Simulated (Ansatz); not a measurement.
Geometry optimisation in Ansatz: input, command and trajectory.

```yaml
crystal:
  lattice:
    - [3.1033251749, 0.0, 0.0]
    - [-1.5516625875, 2.6875584377, 0.0]
    - [0.0, 0.0, 3.5669745407]
  atoms:
    - { symbol: Mg, position: [0.0, 0.0, 0.0] }
    - { symbol: B, position: [0.3333333333, 0.6666666667, 0.5] }
    - { symbol: B, position: [0.6666666667, 0.3333333333, 0.5] }
basis:
  ecutwfc: 420
kpoints:
  mp_grid: { grid: [15, 15, 12] }
hamiltonian:
  xc: pbe
scf:
  occupations: { method: gaussian, width: 0.1 }
output:
  forces: true
  stress: true
  eigenvalues: true
  write_density: true
  write_potential: true
  elf: true
  volumetric_format: npy
relax:
  adjacent_minimum: "off"
  f_tol: 0.01
  max_steps: 30
  cell: { stress_tol: 0.1, fix: [volume] }
```

```bash
ansatz run input.yaml --threads 1 --pin off --max-ram 2560MiB --backend cpu --events-out ev --progress --plain --runs-dir out
```

Level of theory: DFT PBE, scalar-relativistic, plane waves, PAW in Ansatz 0.2.0.

The volume is held at 1.03 times that of the relaxed cell.

Of 3 frames 3 are shown, positions in Å and forces in eV/Å; the SCF threshold varies from step to step. Steps run on the plane waves of an earlier cell, with a Pulay correction in the pressure. The basis is chosen afresh for the last frame, the zero of the energies, and at times for earlier ones too; energy and pressure step there, also at an unchanged geometry.

```xyz
3
Lattice="3.1033 0.0000 0.0000 -1.5517 2.6876 0.0000 0.0000 0.0000 3.5670" Properties=species:S:1:pos:R:3:forces:R:3 pbc="T T T" step=1 free_energy_over_end_meV_per_atom=0.23 pressure_GPa=-4.26
Mg    0.0000    0.0000    0.0000    0.0000    0.0000    0.0000
B     0.0000    1.7917    1.7835    0.0000    0.0000    0.0000
B     1.5517    0.8959    1.7835    0.0000    0.0000    0.0000
3
Lattice="3.0969 0.0000 0.0000 -1.5484 2.6820 0.0000 0.0000 0.0000 3.5818" Properties=species:S:1:pos:R:3:forces:R:3 pbc="T T T" step=2 free_energy_over_end_meV_per_atom=-0.01 pressure_GPa=-4.02
Mg    0.0000    0.0000    0.0000    0.0000    0.0000    0.0000
B     0.0000    1.7880    1.7909    0.0000    0.0000    0.0000
B     1.5484    0.8940    1.7909    0.0000    0.0000    0.0000
3
Lattice="3.0969 0.0000 0.0000 -1.5484 2.6820 0.0000 0.0000 0.0000 3.5818" Properties=species:S:1:pos:R:3:forces:R:3 pbc="T T T" step=3 free_energy_over_end_meV_per_atom=0.00 pressure_GPa=-4.02
Mg    0.0000    0.0000    0.0000    0.0000    0.0000    0.0000
B     0.0000    1.7880    1.7909    0.0000    0.0000    0.0000
B     1.5484    0.8940    1.7909    0.0000    0.0000    0.0000
```

The run took 15 s on 1 thread of Arm Neoverse V1, on a shared host, peak memory 0.35 GiB.